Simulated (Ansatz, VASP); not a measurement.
One calculation of Si, two programs

```
Si
1.0
     0.00000    2.72212    2.61323
     2.72212    0.00000    2.61323
     2.72212    2.72212    0.00000
Si
2
Direct
  0.00000 0.00000 0.00000
  0.25000 0.25000 0.25000
```

Change from the starting cell: uniaxial_z strain -4.0%.

Alike in both runs: task single point; functional PBE; k mesh 8 × 8 × 8; occupations fermi-dirac, width 0.02 eV; no spin polarisation.

```csv
,VASP,Ansatz
version,VASP 6.6.1,Ansatz 0.2.0
potentials or method,"VASP PAW PBE potentials, release 64 (Si)","plane waves, PAW"
plane-wave cutoff (eV),520,420
valence electrons in the cell,8,8
```

|  | VASP | Ansatz | Ansatz less VASP |
| --- | --- | --- | --- |
| pressure (GPa) | 5.4 | 5.4 | +0.08 |
| largest component of the traceless stress (GPa) | 2.42 | 2.41 | -0.009 |
